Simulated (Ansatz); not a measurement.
Space group P6_3mc (No. 186). a = 3.272 Å, b = 3.272 Å, c = 10.630 Å, α = 90.00°, β = 90.00°, γ = 120.00°
```csv
atom,site,symmetry,x,y,z
Zn,2b,3m.,0.6667,0.3333,0.8441
Zn,2a,3m.,0.0000,0.0000,0.5943
O,2b,3m.,0.6667,0.3333,0.6559
O,2a,3m.,0.0000,0.0000,0.4057
```

Equation of state of this ZnO structure (not necessarily the ground state), with shape and atoms relaxed at each volume where symmetry leaves them free. These are results of DFT PBE, scalar-relativistic, plane waves, PAW (Ansatz 0.2.0), not measurements.

Settings: cutoff 420 eV, Γ-centred mesh 12×12×4 on the computed 8-atom cell, Gaussian smearing of 0.02 eV; no spin polarisation.

```
V (Å³/atom)  E − E(largest V) (meV/atom)  P (GPa)  gap on mesh (eV)
     10.840                        48.22    21.88              0.86
     11.210                         5.92    14.98              0.82
     11.579                       -21.72     9.15              0.77
     11.949                       -36.96     4.20              0.73
     12.318                       -41.69     0.00              0.69
     12.688                       -37.49    -3.57              0.65
     13.057                       -25.66    -6.60              0.60
     13.550                         0.00    -9.95              0.55
```

Fit a third-order Birch–Murnaghan equation, E = E0 + (9V0B0/16)·[(x − 1)³B0' + (x − 1)²(6 − 4x)] with x = (V0/V)^(2/3), to E(V).

V0 = 12.32 Å³/atom, B0 = 129 GPa, B0' = 4.4.

The cell was found from a structure generator's guess, not taken from experiment.
